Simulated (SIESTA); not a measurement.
MgO2:

```
CELL_PARAMETERS angstrom
4.82861 0.00000 0.00000
0.00000 4.82861 0.00000
0.00000 0.00000 4.82861
ATOMIC_POSITIONS crystal
Mg 0.00000 0.00000 0.00000
Mg 0.50000 0.00000 0.50000
Mg 0.50000 0.50000 0.00000
Mg 0.00000 0.50000 0.50000
O 0.58942 0.91058 0.08942
O 0.91058 0.08942 0.58942
O 0.08942 0.58942 0.91058
O 0.41058 0.41058 0.41058
O 0.58942 0.58942 0.58942
O 0.91058 0.41058 0.08942
O 0.08942 0.91058 0.41058
O 0.41058 0.08942 0.91058
```

The cell is a database's computed one.

| Quantity | Value |
| --- | --- |
| Program | SIESTA 5.4.2 |
| Task | relaxation of cell and atoms |
| Functional | BLYP |
| Potentials or basis | PseudoDojo 0.4 standard (PBE files) |
| Basis | DZP (energy shift 0.003 Ry; two zetas on semicore shells) |
| Grid cutoff | 800 Ry |
| Energy shift | 0.003 Ry |
| k mesh | 6 × 6 × 6 |
| Occupations | fermi-dirac, width 0.05 eV |
| Spin | no spin polarisation |

At the start: pressure 13.8 GPa; volume 9.38 Å³/atom.

Q: How do energy, volume and symmetry change on relaxing?

A: Over 5 steps the energy falls by 35.5 meV/atom and the volume is 10.26 Å³/atom (+9.3 %); space group Pa-3 (No. 205, to 0.05 Å).

Step by step:
| step | energy change (eV) | largest force (eV/Å) | pressure (GPa) | volume (Å³) |
| --- | --- | --- | --- | --- |
| 1 | 0.0000 | 0.6831 | 13.77 | 112.58 |
| 2 | -0.2197 | 0.1154 | 8.79 | 115.29 |
| 3 | -0.3276 | 0.0966 | 5.90 | 117.59 |
| 4 | -0.4259 | 0.0155 | 0.25 | 122.78 |
| 5 | -0.4262 | 0.0014 | -0.02 | 123.09 |

Final structure:
```xyz
12
Lattice="4.9744 0.0000 0.0000 0.0000 4.9744 0.0000 0.0000 0.0000 4.9744" Properties=species:S:1:pos:R:3 pbc="T T T"
Mg    0.0000    0.0000    0.0000
Mg    2.4872    0.0000    2.4872
Mg    2.4872    2.4872    0.0000
Mg    0.0000    2.4872    2.4872
O     2.9334    4.5282    0.4462
O     4.5282    0.4462    2.9334
O     0.4462    2.9334    4.5282
O     2.0410    2.0410    2.0410
O     2.9334    2.9334    2.9334
O     4.5282    2.0410    0.4462
O     0.4462    4.5282    2.0410
O     2.0410    0.4462    4.5282
```

Caveat: the potentials were made for another functional, which shifts forces and pressure; the basis of atomic orbitals isn't converged, which shifts pressures, moduli and gaps.
